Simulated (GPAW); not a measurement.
# Ge (Fd-3m) in GPAW: notebook

One crystal, Ge, is run at these levels: PBE, optB88-vdW; tasks: equation of state, band structure.

Everything below comes from runs of GPAW 26.7.0. Logs are shortened: lines on timing, memory, paths and dates and some standing lists are left out, and cuts for length are marked. The log counts tension as positive stress, the text compression.

**Experimental background.**

“Electronic and optical properties of SixGe1-x-ySny alloys lattice-matched to Ge”, 2021, arxiv:2109.02782 reports, for a bulk crystal of Ge: band gap 0.807 eV (direct) at 300 K; band gap 0.666 eV (indirect) at 293 K.

How close the calculation comes is told below.

## 1. The structure

It takes space group Fd-3m (No. 227, cubic). The conventional cell has a = 5.658 Å, b = 5.658 Å, c = 5.658 Å, α = 90.00°, β = 90.00°, γ = 90.00°. Around Ge (site symmetry -43m) lie 4 Ge at 2.45 Å.

## 2. Equation of state, PBE

run.py

```python
from ase.eos import EquationOfState
from ase.io import Trajectory, read
from ase.units import GPa
from gpaw import GPAW

atoms = read('Ge.cif')

traj = Trajectory('eos.traj', 'w')
volumes, energies = [], []
for x in [0.94, 0.96, 0.98, 1.0, 1.02, 1.04, 1.06]:
    a = atoms.copy()
    a.set_cell(atoms.cell * x**(1 / 3), scale_atoms=True)
    calc = GPAW(mode='lcao',
                h=0.18,
                basis='szp(dzp)',
                xc='PBE',
                kpts={'size': (8, 8, 8), 'gamma': True},
                occupations={'name': 'fermi-dirac', 'width': 0.05},
                convergence={'density': 1e-05, 'energy': 1e-05},
                maxiter=150,
                txt=f'eos-{x:.2f}.txt')
    a.calc = calc
    energies.append(a.get_potential_energy(force_consistent=True))
    volumes.append(a.get_volume())
    calc.write(f'eos-{x:.2f}.gpw')
    traj.write(a)
    print(f'{x:.2f} {volumes[-1]:10.4f} A^3 {energies[-1]:14.6f} eV', flush=True)

v0, e0, B = EquationOfState(volumes, energies, eos='birchmurnaghan').fit()
print(f'V0 = {v0:.4f} A^3, E0 = {e0:.6f} eV, B0 = {B / GPa:.2f} GPa')
```

Ge.cif

```cif
data_Ge
_cell_length_a 4.00068289
_cell_length_b 4.00068289
_cell_length_c 4.00068289
_cell_angle_alpha 60.00000000
_cell_angle_beta 60.00000000
_cell_angle_gamma 60.00000000
_space_group_name_H-M_alt 'P1'
_space_group_name_Hall 'P 1'
_space_group_IT_number 1
loop_
_space_group_symop_operation_xyz
'x,y,z'
loop_
_atom_site_label
_atom_site_type_symbol
_atom_site_symmetry_multiplicity
_atom_site_Wyckoff_symbol
_atom_site_fract_x
_atom_site_fract_y
_atom_site_fract_z
_atom_site_occupancy
Ge1 Ge 1 a 0.7500000000 0.7500000000 0.7500000000 1
Ge2 Ge 1 a 0.5000000000 0.5000000000 0.5000000000 1
```

Potentials or basis: GPAW PAW data sets (gpaw-data 1.2.1), lcao:szp(dzp).

Command:

```console
$ OMP_NUM_THREADS=1 python run.py
```

Output:

```text
__  _  _
 | _ |_)|_||  |
 |__||  | ||/\| - 26.7.0

Input parameters:
  mode=LCAO(),
  basis={'default': 'szp(dzp)'},
  convergence={'density': 1e-05, 'energy': 1e-05},
  h=0.18,
  kpts=MonkhorstPack(size=(8, 8, 8), gamma=True),
  maxiter=150,
  occupations=Occupations(name='fermi-dirac', width=0.05),
  xc=XC(name='PBE')

             Ge
       Ge

Atoms  # Å, Bohr magnetons
|   | symbol |        x |        y |        z |    initial magnetic moments |
|---|--------|----------|----------|----------|-----------------------------|
| 0 |     Ge | 5.878520 | 3.393965 | 2.399896 | ( 0.0000,  0.0000,  0.0000) |
| 1 |     Ge | 3.919013 | 2.262643 | 1.599931 | ( 0.0000,  0.0000,  0.0000) |

Unit cell  # Å
| periodic |        x |        y |        z |  lengths |    angles |
|----------|----------|----------|----------|----------|-----------|
|      yes | 3.919013 | 0.000000 | 0.000000 | 3.919013 | 60.000000 |
|      yes | 1.959507 | 3.393965 | 0.000000 | 3.919013 | 60.000000 |
|      yes | 1.959507 | 1.131322 | 3.199861 | 3.919013 | 60.000000 |

Number of symmetries: 24
Symmetry operations  # r_c * U_cc + t_c -> r_c
|    | kind |            matrix            |
|----|------|------------------------------|
|  0 |  E   |  1, 0, 0,  0, 1, 0,  0, 0, 1 |
|  1 |  σ   |  1, 0, 0,  0, 0, 1,  0, 1, 0 |
|  2 |  σ   |  1, 0,-1,  0, 1,-1,  0, 0,-1 |
|  3 |  C3  |  1, 0,-1,  0, 0,-1,  0, 1,-1 |
|  4 |  C3  |  1,-1, 0,  0,-1, 1,  0,-1, 0 |
|  5 |  σ   |  1,-1, 0,  0,-1, 0,  0,-1, 1 |
|  6 |  σ   |  0, 1, 0,  1, 0, 0,  0, 0, 1 |
|  7 |  C3  |  0, 1, 0,  0, 0, 1,  1, 0, 0 |
|  8 |  C2  |  0, 1,-1,  1, 0,-1,  0, 0,-1 |
|  9 |  S4  |  0, 1,-1,  0, 0,-1,  1, 0,-1 |
| 10 |  C3  |  0, 0, 1,  1, 0, 0,  0, 1, 0 |
| 11 |  σ   |  0, 0, 1,  0, 1, 0,  1, 0, 0 |
| 12 |  S4  |  0, 0,-1,  1, 0,-1,  0, 1,-1 |
| 13 |  C3  |  0, 0,-1,  0, 1,-1,  1, 0,-1 |
| 14 |  S4  |  0,-1, 1,  1,-1, 0,  0,-1, 0 |
| 15 |  C2  |  0,-1, 1,  0,-1, 0,  1,-1, 0 |
| 16 |  C3  |  0,-1, 0,  1,-1, 0,  0,-1, 1 |
| 17 |  S4  |  0,-1, 0,  0,-1, 1,  1,-1, 0 |
| 18 |  S4  | -1, 1, 0, -1, 0, 1, -1, 0, 0 |
| 19 |  C3  | -1, 1, 0, -1, 0, 0, -1, 0, 1 |
| 20 |  C3  | -1, 0, 1, -1, 1, 0, -1, 0, 0 |
| 21 |  S4  | -1, 0, 1, -1, 0, 0, -1, 1, 0 |
| 22 |  σ   | -1, 0, 0, -1, 1, 0, -1, 0, 1 |
| 23 |  C2  | -1, 0, 0, -1, 0, 1, -1, 1, 0 |

BZ-sampling:
  Number of BZ points: 512
  Number of IBZ points: 29

  Monkhorst-Pack size: [8, 8, 8]
  Monkhorst-Pack shift: [0.0625, 0.0625, 0.0625]

K-points  # in reciprocal-cell coordinates
|     |                                coordinates |     weight |
|-----|--------------------------------------------|------------|
|   0 | (  0.00000000,   0.00000000,   0.00000000) | 0.00195312 |
|   1 | (  0.12500000,   0.12500000,   0.00000000) | 0.01171875 |
|   2 | (  0.12500000,   0.12500000,   0.12500000) | 0.01562500 |
|   3 | (  0.25000000,   0.12500000,   0.12500000) | 0.02343750 |
|   4 | (  0.25000000,   0.25000000,   0.00000000) | 0.01171875 |
|   5 | (  0.25000000,   0.25000000,   0.12500000) | 0.04687500 |
|   6 | (  0.25000000,   0.25000000,   0.25000000) | 0.01562500 |
|   7 | (  0.37500000,   0.25000000,  -0.37500000) | 0.04687500 |
|   8 | (  0.37500000,   0.25000000,   0.12500000) | 0.04687500 |
|   9 | (  0.37500000,   0.25000000,   0.25000000) | 0.04687500 |
| ... |                                            |            |
|  28 | (  0.50000000,   0.50000000,   0.50000000) | 0.00781250 |

[... 146 lines left out ...]
|   8 | (  0.37500000,   0.25000000,   0.12500000) | 0.04687500 |
|   9 | (  0.37500000,   0.25000000,   0.25000000) | 0.04687500 |
| ... |                                            |            |
|  28 | (  0.50000000,   0.50000000,   0.50000000) | 0.00781250 |

basis functions: 18
Spin-components: 1 (collinear spins)
Bands:           8
Projectors:      10
Spin-degeneracy: 2
Datatype:        <class 'complex'>

Parallelization:
  kpt:    1
  domain: 1
  band:   1

Density:
  Valence electrons: 8.0
  Components: 1
  Grid points: [16 16 16]
  Charge: 0.0  # |e|

Potential:
  Grid points: [16 16 16]

species:
  Ge:
    name:    Germanium
    Z:       32.0
    valence: 4
    core:    28
    charge:  0.0  # [|e|]
    compensation charges:
      type: gauss
      rc: 0.32  # [Å]
      lmax: 2
    cutoffs:
      filter: 1.77  # [Å]
      core: 3.42  # [Å]
    projectors
    | kind |    occ | energy [eV] | rcut [Å] |
    |------|--------|-------------|----------|
    |   4s |  2.000 |     -11.726 |    1.005 |
    |   4p |  2.000 |      -3.896 |    1.005 |
    |    s |        |      15.485 |    1.005 |
    |    p |        |      23.315 |    1.005 |
    |    d |        |       0.000 |    1.005 |

    LCAO basis set for Ge:
      Name: szp(dzp)
      File: <dir>
      Number of radial functions: 3
      Number of spherical harmonics: 9
        l=0, rc=6.6406 Bohr: 4s-sz confined orbital
        l=1, rc=8.9688 Bohr: 4p-sz confined orbital
        l=2, rc=8.9688 Bohr: d-type Gaussian polarization
      Number of RI-basis functions 0

Reference energy: -114195.275705  # eV

eigensolver:
  <gpaw.new.lcao.eigensolver.LCAOEigensolver object>
density mixing:
  MSR1-Mixer
  Pratt-step length: 0.05
  Maximum mixing coefficient: 0.75
  Old densities: 10
  SVD Regularization: 0.005
  Good broyden scale: 1.0
  Trust region scale: 1.0
  Backstep threshold: 4.0
  History deletion threshold: 6.0
  Fourier metric: weight=20.0, sigma=0.015

occupation numbers:
  Fermi-Dirac:
    width: 0.0500  # eV

FastPoissonSolver using
    Stencil: 12*3+1=37 point O(h^6) finite-difference Laplacian
    FFT axes: [np.int64(0), np.int64(1), np.int64(2)]
    FST axes: []

xc functional:
  name: PBE with 2 nearest neighbor stencil
interpolation: tri-quintic # 5. degree polynomial

convergence criteria:
- Maximum integral of absolute [dens]ity change: 1e-05 electrons / valence electron
- Maximum [total energy] change in last 3 cyles: 1e-05 eV / valence electron
- Maximum integral of absolute [eigenst]ate change: 4e-08 eV^2 / valence electron
maximum number of iterations: 150

SCF iterations
|iter     | |      energy | eigst |  dens |
|---------|-|-------------|-------|-------|
|iter:   1| |   -8.184035 |      c|       |
|iter:   2| |   -8.183434 |      c| -1.05 |
|iter:   3| |   -8.176963 |      c| -1.08 |
|iter:   4| |   -8.176307 |      c| -1.59 |
|iter:   5| |   -8.176300 |      c| -3.17 |
|iter:   6| |   -8.176299c|      c| -3.69 |
|iter:   7| |   -8.176299c|      c| -6.08c|

Converged in 7 steps
Energy contributions relative to reference atoms: (reference = -114195.275705)

Energy contributions:
  Kinetic:          25.160884
  Coulomb:         -21.690117
  Zero:             -0.029275
  External:          0.000000
  Xc:              -11.617763
  Entropy:          -0.000056
  Spinorbit:         0.000000
  ----------------------------
  Free energy:      -8.176327
  Extrapolated:     -8.176299

dipole moment: (5.521596, 3.187895, 2.254182)  # |e|*Ang

Fermi level: 6.615
Eigenvalues  # (at kpt = [0.000, 0.000, 0.000])
| band index |      eig [eV] | occ [0-2] |
|------------|---------------|-----------|
|          0 |        -6.869 |     2.000 |
|          1 |         6.371 |     1.985 |
|          2 |         6.372 |     1.985 |
|          3 |         6.372 |     1.985 |
|          4 |         7.018 |     0.001 |
|          5 |         9.229 |     0.000 |
|          6 |         9.229 |     0.000 |
|          7 |         9.229 |     0.000 |

Gap: 0.508 eV
Transition (v -> c):
  (s=0, k=0, n=3, [0.00, 0.00, 0.00]) -> (s=0, k=28, n=4, [0.50, 0.50, 0.50])
Direct/indirect transitions are different
Direct gap: 0.646 eV
Transition at: (s=0, k=0, n=3, [0.00, 0.00, 0.00])
# Writing to eos-0.94.gpw (mode='')
```

stdout:

```text
0.94    42.5613 A^3      -8.176327 eV
0.96    43.4669 A^3      -8.235402 eV
0.98    44.3725 A^3      -8.336957 eV
1.00    45.2780 A^3      -8.377005 eV
1.02    46.1836 A^3      -8.408023 eV
1.04    47.0891 A^3      -8.430681 eV
1.06    47.9947 A^3      -8.445759 eV
<dir> UserWarning: The minimum volume of your fit is not in your volumes.  You may not have a minimum in your dataset!
  warnings.warn(
V0 = 48.0197 A^3, E0 = -8.442732 eV, B0 = 137.28 GPa
```

eos-0.96.txt:

```text
SCF iterations
|iter     | |      energy | eigst |  dens |
|---------|-|-------------|-------|-------|
|iter:   1| |   -8.245362 |      c|       |
|iter:   2| |   -8.244547 |      c| -1.05 |
|iter:   3| |   -8.236175 |      c| -1.07 |
|iter:   4| |   -8.235355 |      c| -1.59 |
|iter:   5| |   -8.235347 |      c| -3.14 |
|iter:   6| |   -8.235346c|      c| -3.66 |
|iter:   7| |   -8.235346c|      c| -6.11c|

Converged in 7 steps
Energy contributions relative to reference atoms: (reference = -114195.275705)

Energy contributions:
  Kinetic:          21.881788
  Coulomb:         -18.937199
  Zero:             -0.039038
  External:          0.000000
  Xc:              -11.140841
  Entropy:          -0.000112
  Spinorbit:         0.000000
  ----------------------------
  Free energy:      -8.235402
  Extrapolated:     -8.235346

dipole moment: (5.503186, 3.177266, 2.246666)  # |e|*Ang

Fermi level: 6.332
Eigenvalues  # (at kpt = [0.000, 0.000, 0.000])
| band index |      eig [eV] | occ [0-2] |
|------------|---------------|-----------|
|          0 |        -6.940 |     2.000 |
|          1 |         6.129 |     1.966 |
|          2 |         6.130 |     1.965 |
|          3 |         6.130 |     1.965 |
|          4 |         6.567 |     0.018 |
|          5 |         8.976 |     0.000 |
|          6 |         8.977 |     0.000 |
|          7 |         8.977 |     0.000 |

Gap: 0.434 eV
Transition (v -> c):
  (s=0, k=0, n=3, [0.00, 0.00, 0.00]) -> (s=0, k=28, n=4, [0.50, 0.50, 0.50])
Direct/indirect transitions are different
Direct gap: 0.437 eV
Transition at: (s=0, k=0, n=3, [0.00, 0.00, 0.00])
# Writing to eos-0.96.gpw (mode='')
```

Wall time 2.3 min (1 thread of Arm Neoverse V2, shared host); peak memory 0.18 GiB.

The run converged, but some of its settings lie outside the range that counts as converged, so its numbers aren't taken as properties of the crystal.

Results:

- Equilibrium volume: 24.01 Å³/atom (rough: see the caveat)
- Bulk modulus: 137 GPa (rough)

Caveat: the energies scatter about the fit; the fit is doubtful: noisy points or a state that changes with volume; the real-space grid adds noise to forces; the minimum lies outside the volumes run; the basis of atomic orbitals isn't converged, which shifts pressures, moduli and gaps.

## 3. Band structure, optB88-vdW, spin-orbit coupling, no magnetisation

run.py

```python
import numpy as np
from ase.dft.bandgap import bandgap
from ase.io import read, write
from gpaw import GPAW, PW
from gpaw.spinorbit import soc_eigenstates

atoms = read('Ge.cif')

calc = GPAW(mode=PW(600),
            xc={'name': 'optB88-vdW', 'backend': 'libvdwxc'},
            kpts={'size': (8, 8, 8), 'gamma': True},
            occupations={'name': 'fermi-dirac', 'width': 0.05},
            nbands=11,
            convergence={'density': 1e-05, 'energy': 1e-05},
            maxiter=150,
            legacy_gpaw=True,
            txt='gpaw.txt')
atoms.calc = calc
energy = atoms.get_potential_energy()
forces = atoms.get_forces()
calc.write('gs.gpw')
write('result.traj', atoms)
print(f'Energy: {energy:.6f} eV')
print('Forces (eV/A):')
print(forces.round(4))
print('Fermi level:', round(calc.get_fermi_level(), 4), 'eV')
print(f'Gap: {bandgap(calc)[0]:.4f} eV, direct: {bandgap(calc, direct=True)[0]:.4f} eV')

path = atoms.cell.bandpath('GXWKGLUWLK,UX', npoints=80, eps=1e-4)
bs_calc = calc.fixed_density(kpts=path, symmetry='off', nbands=21,
                             convergence={'bands': 'CBM+6.0', 'eigenstates': 1e-6}, txt='bands.txt')
bs = bs_calc.band_structure()
bs.write('bs.json')
print(f'Gap on the path: {bandgap(bs_calc)[0]:.4f} eV')

soc = soc_eigenstates(bs_calc, theta=90, phi=0)
np.savetxt('soc_bands.dat', soc.eigenvalues(), fmt='%.4f')
mesh = soc_eigenstates('gs.gpw', theta=90, phi=0)
np.savetxt('soc_mesh.dat', mesh.eigenvalues(), fmt='%.4f')
print('Fermi level with spin-orbit coupling:', round(mesh.fermi_level, 4), 'eV')
```

Ge.cif is that of step 2.

Potentials or basis: GPAW PAW data sets (gpaw-data 1.2.1), pw.

Command:

```console
$ OMP_NUM_THREADS=1 python run.py
```

Wall time 26 s (1 thread of Arm Neoverse V2, shared host); peak memory 0.28 GiB.

Results (log left out):

- Free energy: -52.4344 eV
- Band gap along the path: none (metal or under the smearing width)

Levels at the corners of the path, in eV from the Fermi level:
```tsv
point	band 5	band 6	band 7	band 8	band 9	band 10	band 11	band 12
Γ	-0.10	-0.10	0.05	0.05	0.05	0.05	2.34	2.34
X	-3.12	-3.12	-3.12	-3.12	0.70	0.70	0.70	0.70
W	-3.99	-3.99	-3.91	-3.91	4.17	4.17	4.32	4.32
K	-4.38	-4.38	-2.68	-2.68	1.10	1.10	4.03	4.03
Γ	-0.10	-0.10	0.05	0.05	0.05	0.05	2.34	2.34
L	-1.56	-1.56	-1.36	-1.36	0.10	0.10	3.64	3.64
U	-4.38	-4.38	-2.68	-2.68	1.10	1.10	4.03	4.03
W	-3.99	-3.99	-3.91	-3.91	4.17	4.17	4.32	4.32
L	-1.56	-1.56	-1.36	-1.36	0.10	0.10	3.64	3.64
K	-4.38	-4.38	-2.68	-2.68	1.10	1.10	4.03	4.03
U	-4.38	-4.38	-2.68	-2.68	1.10	1.10	4.03	4.03
X	-3.12	-3.12	-3.12	-3.12	0.70	0.70	0.70	0.70
```

Caveat: spin-orbit coupling was added after a scalar SCF, so levels and gaps hold it while energy, forces, pressure and moments don't; this program's spin-orbit splittings come out too wide for heavy elements; the PAW data sets were made with another functional, which shifts forces and pressure a little; this crystal is a semiconductor, whose small gap the functional closes, so the metal is an error of the method.

## 4. Band structure, PBE

run.py

```python
from ase.dft.bandgap import bandgap
from ase.io import write
from ase.spacegroup import crystal
from gpaw import GPAW

# Ge 8a
atoms = crystal(['Ge'],
                basis=[[0.25, 0.25, 0.25]],
                spacegroup=227, setting=1,  # Fd-3m
                cellpar=[5.65782, 5.65782, 5.65782, 90.0, 90.0, 90.0],
                primitive_cell=True)

calc = GPAW(mode='fd',
            h=0.16,
            xc='PBE',
            kpts={'size': (8, 8, 8), 'gamma': True},
            occupations={'name': 'fermi-dirac', 'width': 0.05},
            nbands=11,
            convergence={'density': 1e-05, 'energy': 1e-05},
            maxiter=150,
            txt='gpaw.txt')
atoms.calc = calc
energy = atoms.get_potential_energy()
forces = atoms.get_forces()
calc.write('gs.gpw')
write('result.traj', atoms)
print(f'Energy: {energy:.6f} eV')
print('Forces (eV/A):')
print(forces.round(4))
print('Fermi level:', round(calc.get_fermi_level(), 4), 'eV')
print(f'Gap: {bandgap(calc)[0]:.4f} eV, direct: {bandgap(calc, direct=True)[0]:.4f} eV')

path = atoms.cell.bandpath('GXWKGLUWLK,UX', npoints=100, eps=1e-4)
bs_calc = calc.fixed_density(kpts=path, symmetry='off', nbands=21,
                             convergence={'bands': 'CBM+6.0', 'eigenstates': 1e-6}, txt='bands.txt')
bs = bs_calc.band_structure()
bs.write('bs.json')
print(f'Gap on the path: {bandgap(bs_calc)[0]:.4f} eV')
```

Potentials or basis: GPAW PAW data sets (gpaw-data 1.2.1), fd.

Command:

```console
$ OMP_NUM_THREADS=1 python run.py
```

It took 95 s on 1 thread of Arm Neoverse V2, shared host; peak memory 0.58 GiB.

The run converged. Its results:

```
Free energy             : -8.9917 eV
Band gap on the k mesh  : 0.09 eV, direct
Band gap along the path : 0.09 eV, direct
```

Levels at the corners of the path, in eV from the valence-band top:
```csv
point,band 2,band 3,band 4,band 5,band 6,band 7
Γ,0.00,0.00,0.00,0.09,2.56,2.56
X,-8.88,-3.07,-3.07,0.74,0.74,9.54
W,-8.79,-3.91,-3.91,4.35,4.35,4.72
K,-8.29,-4.34,-2.63,1.16,4.10,7.24
Γ,0.00,0.00,0.00,0.09,2.56,2.56
L,-7.59,-1.40,-1.40,0.20,3.75,3.75
U,-8.29,-4.34,-2.63,1.16,4.10,7.24
W,-8.79,-3.91,-3.91,4.35,4.35,4.72
L,-7.59,-1.40,-1.40,0.20,3.75,3.75
K,-8.29,-4.34,-2.63,1.16,4.10,7.24
U,-8.29,-4.34,-2.63,1.16,4.10,7.24
X,-8.88,-3.07,-3.07,0.74,0.74,9.54
```

Caveat: the real-space grid adds noise to forces.

## 5. How close it comes

Step 3. Measured gap of Ge: 0.807 eV (direct; 300 K; “Electronic and optical properties of SixGe1-x-ySny alloys lattice-matched to Ge”, 2021, arxiv:2109.02782). This calculation gives 0.00 eV (-0.81 eV). 3 values of this kind are on record (0.666 to 0.807 eV); this one was drawn at random among those near their median. The value is that of optB88-vdW, without temperature or zero-point motion.

Step 4. Measured gap of Ge: 0.666 eV (indirect; 293 K; “Electronic and optical properties of SixGe1-x-ySny alloys lattice-matched to Ge”, 2021, arxiv:2109.02782). This calculation gives 0.09 eV (-0.58 eV). 3 values of this kind are on record (0.666 to 0.807 eV); this one was drawn at random among those near their median. Spin-orbit coupling on Ge is left out. The value is that of PBE, without temperature or zero-point motion. Semilocal functionals fall short of measured gaps as a rule.
